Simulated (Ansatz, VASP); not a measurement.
# One calculation of Ba, two programs

INCAR

```
SYSTEM = Ba
  ALGO = Normal
  EDIFF = 1E-6
  ENCUT = 520
  GGA = RE
  ISIF = 2
  ISMEAR = -1
  LASPH = .True.
  LCHARG = .True.
  LELF = .True.
  LREAL = .False.
  LVHAR = .True.
  LWAVE = .False.
  NBANDS = 11
  NELM = 80
  PREC = Accurate
  SIGMA = 0.1
```

Contents of KPOINTS:

```
k-points
0
Gamma
  9 9 9
  0 0 0
```

POSCAR

```
Ba
1.0
    4.0973557279      0.0000000000      0.0000000000
    0.0000000000      4.0973557279      0.0000000000
    0.0000000000      0.0000000000      4.0973557279
Ba
1
Direct
    0.0000000000      0.0000000000      0.0000000000
```

Input for Ansatz:

```yaml
crystal:
  lattice:
    - [4.0973557279, 0.0, 0.0]
    - [0.0, 4.0973557279, 0.0]
    - [0.0, 0.0, 4.0973557279]
  atoms:
    - { symbol: Ba, position: [0.0, 0.0, 0.0] }
hamiltonian:
  xc: revpbe
  pseudopotentials:
    kind: paw
    azcp:
      Ba: "pseudopotentials/Ba.paw.azcp"
basis:
  ecutwfc: 420
  fft_grid_basis: typed
kpoints:
  mp_grid: { grid: [9, 9, 9], shift: [0, 0, 0] }
magnetization:
  spin_polarized: false
scf:
  occupations: { method: fermi_dirac, width: 0.1 }
  lower_state_search: "off"
output:
  stress: true
```

Alike in both runs: task single point; functional revPBE; k mesh 9 × 9 × 9; occupations fermi-dirac, width 0.1 eV; no spin polarisation.

|  | VASP | Ansatz |
| --- | --- | --- |
| version | VASP 6.6.1 | Ansatz 0.2.0 |
| potentials or method | VASP PAW PBE potentials, release 64 (Ba_sv) | plane waves (420 eV) with PAW, scalar-relativistic |
| plane-wave cutoff (eV) | 520 | 420 |
| valence electrons in the cell | 10 | 10 |

VASP gave:

* pressure (GPa): -0.1

**Question.** Which values does Ansatz return?

**Answer.** Pressure (GPa): -0.2.

The functional is the same, so the differences come from potentials, cutoffs and numerics.

Caveats: the PAW data sets were made with another functional, which shifts forces and pressure a little (VASP).
